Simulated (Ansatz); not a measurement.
# Two Ansatz runs on Yb

The cell comes from COD entry 9010997, which wasn't checked; take it as a given geometry.

First run: DFT, PBE, all-electron LAPW, non-relativistic (Ansatz 0.2.0).

Command: `ansatz run input.yaml --threads 1 --pin off --max-ram 3072MiB --backend cpu --events-out ev --progress --plain --runs-dir out` The run took 10 s on 1 thread of Arm Neoverse V1 (shared host), peak memory 0.28 GiB.

```yaml
crystal:
  lattice:
    - [0.0, 2.7431, 2.7431]
    - [2.7431, 0.0, 2.7431]
    - [2.7431, 2.7431, 0.0]
  atoms:
    - { symbol: Yb, position: [0.0, 0.0, 0.0] }
kpoints:
  mp_grid: { grid: [12, 12, 12] }
  band_path:
    path:
      - [0.0, 0.0, 0.0]
      - [0.5, 0.0, 0.5]
      - [0.625, 0.25, 0.625]
      - [0.375, 0.375, 0.75]
      - [0.0, 0.0, 0.0]
      - [0.5, 0.5, 0.5]
      - [0.5, 0.25, 0.75]
      - [0.5, 0.0, 0.5]
    npoints: 5
scf:
  occupations: { method: fermi_dirac, width: 0.05 }
hamiltonian:
  xc: pbe
  pseudopotentials:
    kind: all_electron
    lapw: { basis_error: 0.00025 }
    relativity: none
output:
  forces: true
  stress: true
  eigenvalues: true
```

Result: converged; pressure 2.56 GPa; gap on the k mesh 0.04 eV; 8 SCF iterations.

Where the f shell is localised, expect the real compound to differ from this run without U.

Spin–orbit coupling is left out, though it moves levels of the heavy atoms by tenths of an eV or more.

A second input differs as follows:

```diff
@@ -21,4 +21,5 @@
 scf:
   occupations: { method: fermi_dirac, width: 0.05 }
+  max_iter: 50
 hamiltonian:
   xc: pbe
@@ -27,4 +28,5 @@
     lapw: { basis_error: 0.00025 }
     relativity: none
+  hubbard: { sites: [{ species: Yb, l: f, u_eff: 40.0 }] }
 output:
   forces: true
```

Q: What is wrong with it, and what does the program do?

A: The fault is an enormous or negative U. The run converged; pressure 3.41 GPa; gap on the k mesh 0.04 eV; 8 SCF iterations. Such numbers aren't properties of the crystal. The log ends:
```
--- Band table (eV; the first three rows and the last of 72) ---
  k-point 0: bands = ["-163.6830", "-163.6830", "-163.6830", "-163.6791", "-163.6791", "-30.3869", "-12.2485", "-12.2123", "-12.2123", "-12.2123", "-12.1631", "-12.1631", "-12.1631", "-10.7528", "-10.7528", "-10.7528", "6.3478", "12.9779", "12.9779", "12.9779", "14.8287"]
  k-point 1: bands = ["-163.6830", "-163.6830", "-163.6830", "-163.6791", "-163.6791", "-30.3849", "-12.2445", "-12.2130", "-12.2096", "-12.2096", "-12.1661", "-12.1661", "-12.1630", "-10.7754", "-10.7559", "-10.7559", "6.4868", "12.7769", "13.0477", "13.0477", "14.7397"]
  k-point 2: bands = ["-163.6830", "-163.6830", "-163.6830", "-163.6791", "-163.6791", "-30.3794", "-12.2356", "-12.2138", "-12.2027", "-12.2027", "-12.1744", "-12.1744", "-12.1627", "-10.8365", "-10.7640", "-10.7640", "6.8866", "12.3051", "13.1835", "13.1835", "14.6155"]
  k-point 71: bands = ["-163.6830", "-163.6830", "-163.6830", "-163.6791", "-163.6791", "-30.3484", "-12.2150", "-12.2150", "-12.1986", "-12.1847", "-12.1847", "-12.1842", "-12.1821", "-10.9583", "-10.9583", "-10.8747", "10.3023", "11.1450", "11.1450", "13.3430", "16.5694"]
Occupation matrices written to <dir>
```
